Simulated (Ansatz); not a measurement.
# Si17Mo8: the cost of one run

Computed with Ansatz 0.2.0 (DFT PBE, scalar-relativistic, plane waves, PAW, unless a step's input says otherwise).

1 further run of the same task is left out (set aside as unsound or not needed).

### Step 1. The structure to begin with

It takes space group I4/mmm (No. 139, tetragonal). The conventional cell has a = 3.217 Å, b = 3.217 Å, c = 7.873 Å, α = 90.00°, β = 90.00°, γ = 90.00°. Si (site symmetry 4mm) has 5 Si at 2.60 to 2.64 Å and 5 Mo at 2.62 to 2.64 Å in its first shell of neighbours. Around Mo (site symmetry 4/mmm) lie 10 Si at 2.62 to 2.64 Å.

Coordinates:

```cif
data_structure
_symmetry_space_group_name_H-M 'P 1'
_symmetry_Int_Tables_number 1
_cell_length_a 4.5464
_cell_length_b 4.5464
_cell_length_c 4.5464
_cell_angle_alpha 138.563
_cell_angle_beta 138.563
_cell_angle_gamma 60.042
_cell_volume 40.74
loop_
_atom_site_label
_atom_site_type_symbol
_atom_site_fract_x
_atom_site_fract_y
_atom_site_fract_z
_atom_site_occupancy
Si1 Si 0.33510 0.33510 0.00000 1
Si2 Si 0.66490 0.66490 0.00000 1
Mo1 Mo 0.00000 0.00000 0.00000 1
```

It is the result of an earlier relaxation at this level (volume 13.58 Å³/atom; gap on the mesh: none (metal)).

### Step 2. The defect cell, relaxed

The supercell's rows are 0 2 2; 2 0 2; 1 1 0 in vectors of the relaxed cell. Atom 25 is the Si that will move.

input.yaml reads:

```yaml
crystal:
  lattice:
    - [6.4336947404, 0.0, 0.0]
    - [0.0, 6.4336947404, 0.0]
    - [0.0, 0.0, 7.8730199992]
  atoms:
    - { symbol: Si, position: [0.0, 0.0, 0.3350991389] }
    - { symbol: Si, position: [0.5, 0.0, 0.3350991389] }
    - { symbol: Si, position: [0.0, 0.5, 0.3350991389] }
    - { symbol: Si, position: [0.25, 0.25, 0.8350991389] }
    - { symbol: Si, position: [0.5, 0.5, 0.3350991389] }
    - { symbol: Si, position: [0.75, 0.25, 0.8350991389] }
    - { symbol: Si, position: [0.25, 0.75, 0.8350991389] }
    - { symbol: Si, position: [0.75, 0.75, 0.8350991389] }
    - { symbol: Si, position: [0.0, 0.0, 0.6649008611] }
    - { symbol: Si, position: [0.5, 0.0, 0.6649008611] }
    - { symbol: Si, position: [0.0, 0.5, 0.6649008611] }
    - { symbol: Si, position: [0.25, 0.25, 0.1649008611] }
    - { symbol: Si, position: [0.5, 0.5, 0.6649008611] }
    - { symbol: Si, position: [0.75, 0.25, 0.1649008611] }
    - { symbol: Si, position: [0.25, 0.75, 0.1649008611] }
    - { symbol: Si, position: [0.75, 0.75, 0.1649008611] }
    - { symbol: Mo, position: [0.25, 0.25, 0.5] }
    - { symbol: Mo, position: [0.75, 0.25, 0.5] }
    - { symbol: Mo, position: [0.25, 0.75, 0.5] }
    - { symbol: Mo, position: [0.5, 0.5, 0.0] }
    - { symbol: Mo, position: [0.75, 0.75, 0.5] }
    - { symbol: Mo, position: [0.0, 0.5, 0.0] }
    - { symbol: Mo, position: [0.5, 0.0, 0.0] }
    - { symbol: Mo, position: [0.0, 0.0, 0.0] }
    - { symbol: Si, position: [0.2195239759, -0.01156441, 0.2677099843] }
basis:
  ecutwfc: 420
  xc_grid: 2
kpoints:
  mp_grid: { grid: [4, 4, 3], shift: [0.5, 0.5, 0.0] }
hamiltonian:
  xc: pbe
scf:
  occupations: { method: gaussian, width: 0.1 }
output:
  forces: true
  stress: false
  eigenvalues: true
  write_density: true
  write_potential: true
  elf: true
  volumetric_format: npy
relax:
  adjacent_minimum: "off"
  f_tol: 0.02
  max_steps: 60
```

Launch:

```bash
$ ansatz run input.yaml --threads 4 --pin off --max-ram 10240MiB --backend cpu --events-out ev --progress --plain --runs-dir out
```

What time and memory should one allow on 4 threads of AMD EPYC 7B13 (Zen 3), shared host?

About 3.1 min, with a peak of 1.5 GiB.
